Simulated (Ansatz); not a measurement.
Sn in Ansatz: the effect of functional

The system is Sn.

```
CELL_PARAMETERS angstrom
-2.88012 2.88012 1.56665
2.88012 -2.88012 1.56665
2.88012 2.88012 -1.56665
ATOMIC_POSITIONS crystal
Sn 0.00000 0.00000 0.00000
Sn 0.75000 0.25000 0.50000
```

The cell isn't the ideal one: volume scaled by 0.94.

Alike in all runs:

| Quantity | Value |
| --- | --- |
| Program | Ansatz 0.2.0 |
| Task | single point |
| Potentials or basis | Ansatz PAW |
| k mesh | 9 × 9 × 9 |
| Occupations | fermi-dirac, width 0.05 eV |
| Spin | no spin polarisation |

| functional | cutoff | pressure (GPa) |
| --- | --- | --- |
| LDA | 420 eV (not typed: the program's choice for these potentials) | ? |
| r2SCAN | 500 eV (not typed: the program's choice for these potentials) | 3.7 |
| PBE | 420 eV (not typed: the program's choice for these potentials) | 5.3 |

What does the run with functional LDA give?

Pressure 0.5 GPa.

Caveats: the PAW data sets come from PBE, with cores solved anew for the run's functional, which leaves a small shift of forces and pressure (some runs).
